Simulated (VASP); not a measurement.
# Settings for Hf: self-consistent run

Hf, Im-3m (no. 229), 1 atom in the cell. LAK; PAW potentials Hf_pv (PBE set). VASP 6.6.1.

Wanted: energy within 0.2 meV/atom; Fermi level within 0.005 eV.

What the run is for: comparing ways to start; Accuracy asked: tight.

POSCAR:
```
Hf
1.0
   -1.8050000000      1.8050000000      1.8050000000
    1.8050000000     -1.8050000000      1.8050000000
    1.8050000000      1.8050000000     -1.8050000000
Hf
1
Direct
    0.0000000000      0.0000000000      0.0000000000
```

## How the run starts (with a second run first, the time holds both)

| How the run starts (with a second run first, the time holds both) | Energy less reference (meV/atom) | Fermi level (eV) | Time (s) |
|---|---|---|---|
| from scratch: 20 SCF iterations | 0.00 | 4.3820 | 122 |
| PBE orbitals (WAVECAR): 10 + 10 SCF iterations | 0.00 | 4.3820 | 87 |
| PBE density (CHGCAR): 10 + 25 SCF iterations | 0.00 | 4.3821 | 167 |
| loose PBE orbitals: 9 + 10 SCF iterations | 0.00 | 4.3820 | 94 |

Chosen: from scratch: 20 SCF iterations; no other choice that stays within half of the tolerance saves 30 % of the time.

The chosen settings are those of the reference run.

## The input

INCAR:
```
SYSTEM = Hf
METAGGA = LAK
ISMEAR = 1
SIGMA = 0.1
LWAVE = .False.
LCHARG = .False.
ISIF = 2
PREC = Accurate
LASPH = .True.
LREAL = .False.
ALGO = Normal
EDIFF = 1E-6
NELM = 120
GGA_COMPAT = .False.
ENCUT = 440
LMIXTAU = .True.
```

KPOINTS:
```
k-points
0
Gamma
  13 13 13
```

Commands:
```
cat potpaw_PBE.64/Hf_pv/POTCAR > POTCAR
mpirun -np 1 vasp_std > vasp.out
```

The chosen input took VASP 6.6.1 122 s on 1 core (AMD EPYC 7R43 (Zen 3)), a shared host.
